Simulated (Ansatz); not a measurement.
# Mg: strong compression

The task here is to estimate one member of a computed series from the others.

Program: Ansatz 0.2.0. Level of theory: DFT, PBE, PAW with Ansatz's default frozen-core files, scalar-relativistic. These are calculated values, not measurements.

1 further run of the same task is left out (it didn't finish). Runs told in other sessions of the task aren't counted.

## Starting point

Symmetry: Pm-3m, No. 221, cubic system. Conventional cell: a = 2.915 Å, b = 2.915 Å, c = 2.915 Å, α = 90.00°, β = 90.00°, γ = 90.00°. Around Mg (site symmetry m-3m) lie 6 Mg at 2.92 Å.

As a file:

```cif
data_structure
_symmetry_space_group_name_H-M 'P 1'
_symmetry_Int_Tables_number 1
_cell_length_a 2.9151
_cell_length_b 2.9151
_cell_length_c 2.9151
_cell_angle_alpha 90.000
_cell_angle_beta 90.000
_cell_angle_gamma 90.000
_cell_volume 24.77
loop_
_atom_site_label
_atom_site_type_symbol
_atom_site_fract_x
_atom_site_fract_y
_atom_site_fract_z
_atom_site_occupancy
Mg1 Mg 0.00000 0.00000 0.00000 1
```

Whether this phase is the stable one at these pressures isn't tested.

The first run:

Input file input.yaml:

```yaml
crystal:
  lattice:
    - [2.9150576304, 0.0, 0.0]
    - [0.0, 2.9150576304, 0.0]
    - [0.0, 0.0, 2.9150576304]
  atoms:
    - { symbol: Mg, position: [0.0, 0.0, 0.0] }
kpoints:
  mp_grid: { grid: [13, 13, 13] }
scf:
  occupations: { method: fermi_dirac, width: 0.1 }
hamiltonian:
  xc: pbe
  pseudopotentials: { kind: paw }
output:
  forces: true
  stress: true
  write_density: true
  write_potential: true
  elf: true
  volumetric_format: npy
relax:
  f_tol: 0.005
  max_steps: 40
  cell: {}
```

Started as:

```sh
$ ansatz run input.yaml --threads 1 --pin off --max-ram 2048MiB --backend cpu --events-out ev --progress --plain --runs-dir out
```

Among the steps run: Cell relaxed at zero pressure, PAW; Volume scaled by 1, PAW; Volume scaled by 0.88, PAW; Volume scaled by 0.78, PAW; Volume scaled by 0.68, PAW; Volume scaled by 0.58, PAW; Volume scaled by 0.5, PAW; Volume scaled by 0.43, PAW; Volume scaled by 0.43, PAW (cutoff 1000 eV).

One table of the session follows, with a row left open; its other results are not shown here.

```
              method  volume over the first  volume (Å³/atom)  pressure (GPa)
                 PAW                      1            27.635            0.01
                 PAW                   0.88            24.319            3.71
                 PAW                   0.78            21.555            9.07
                 PAW                   0.68            18.792           18.21
                 PAW                   0.58                 ?               ?
                 PAW                    0.5            13.817           57.49
                 PAW                   0.43            11.883           91.81
PAW (cutoff 1000 eV)                   0.43            11.883           91.80
```

Estimate the missing values for PAW, 0.58.

The run gave: volume (Å³/atom): 16.028; pressure (GPa): 34.48. In the column «volume (Å³/atom)» it lies between PAW, 0.5 (13.817) and PAW, 0.68 (18.792).
